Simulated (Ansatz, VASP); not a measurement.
**Two plane-wave programs on TiAl**

The input INCAR:

```
PREC = Accurate ; ENCUT = 520
EDIFF = 1E-6 ; ISMEAR = 0
SIGMA = 0.1 ; LREAL = False
LASPH = True ; NELM = 100
ALGO = Fast ; ISIF = 2
LWAVE = False ; LCHARG = False
GGA = PE ; NBANDS = 14
```

The input KPOINTS:

```
regular mesh
0
Gamma
  18 18 10
```

File POSCAR:

```
TiAl
1.0
    2.8672622327      0.0000000000      0.0000000000
   -1.4336311163      2.4831219328      0.0000000000
    0.0000000000      0.0000000000      4.6780830000
Ti Al
1 1
Direct
    0.0000000000      0.0000000000      0.0000000000
    0.3333333300      0.6666666700      0.5000000000
```

Input for Ansatz:

```yaml
crystal:
  lattice:
    - [2.8672622327, 0.0, 0.0]
    - [-1.4336311163, 2.4831219328, 0.0]
    - [0.0, 0.0, 4.678083]
  atoms:
    - { symbol: Ti, position: [0.0, 0.0, 0.0] }
    - { symbol: Al, position: [0.33333333, 0.66666667, 0.5] }
basis:
  ecutwfc: 420
kpoints:
  mp_grid: { grid: [18, 18, 10] }
hamiltonian:
  xc: pbe
scf:
  occupations: { method: gaussian, width: 0.1 }
output:
  forces: true
  stress: true
  eigenvalues: true
  populations: true
```

Alike in both runs: task single point; functional PBE; k mesh 18 × 18 × 10; occupations gaussian, width 0.1 eV; no spin polarisation.

|  | VASP | Ansatz |
| --- | --- | --- |
| version | VASP 6.6.1 | Ansatz 0.2.0 |
| potentials or method | VASP PAW PBE potentials, release 64 (Ti_sv, Al) | scalar-relativistic, plane waves, PAW |
| plane-wave cutoff (eV) | 520 | 420 |
| valence electrons in the cell | 15 | 15 |

Ansatz gave:

```
gap on the k mesh at the Fermi level (eV)       : none
pressure (GPa)                                  : 0.2
largest component of the traceless stress (GPa) : 0.99
```

Q: What did VASP give for the same quantities?

A: gap on the k mesh at the Fermi level (eV): none; pressure (GPa): 0.1; largest component of the traceless stress (GPa): 0.93.

A gap of «none» marks a metal or a gap that the smearing closes. The functional is the same, so the differences come from potentials, cutoffs and numerics.
